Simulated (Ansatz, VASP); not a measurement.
**LiF in VASP and in Ansatz**

```
CELL_PARAMETERS angstrom
0.00000 2.00032 2.00032
2.00032 0.00000 2.00032
2.00032 2.00032 0.00000
ATOMIC_POSITIONS crystal
Li 0.00000 0.00000 0.00000
F 0.50000 0.50000 0.50000
```

Alike in both runs: functional PBE; dispersion D3(BJ); k mesh 10 × 10 × 10; occupations gaussian, width 0.02 eV; no spin polarisation.

Ansatz relaxed the structure, and its values are those at the end. VASP's run is a single point on that final structure, the one shown.

|  | VASP | Ansatz |
| --- | --- | --- |
| version | VASP 6.6.1 | Ansatz 0.2.0 |
| potentials or method | VASP PAW PBE potentials, release 64 (Li_sv, F) | scalar-relativistic, plane waves, PAW |
| plane-wave cutoff (eV) | 520 | 420 |
| valence electrons in the cell | 10 | 10 |

|  | VASP | Ansatz | Ansatz less VASP |
| --- | --- | --- | --- |
| gap on the k mesh at the Fermi level (eV) | 9.28 | 9.27 | -0.005 |
| least direct gap on the mesh (eV) | 9.28 | 9.27 | -0.005 |

 A k mesh can miss the band edges. A hybrid or GW would open this gap; PBE tends to underestimate it.
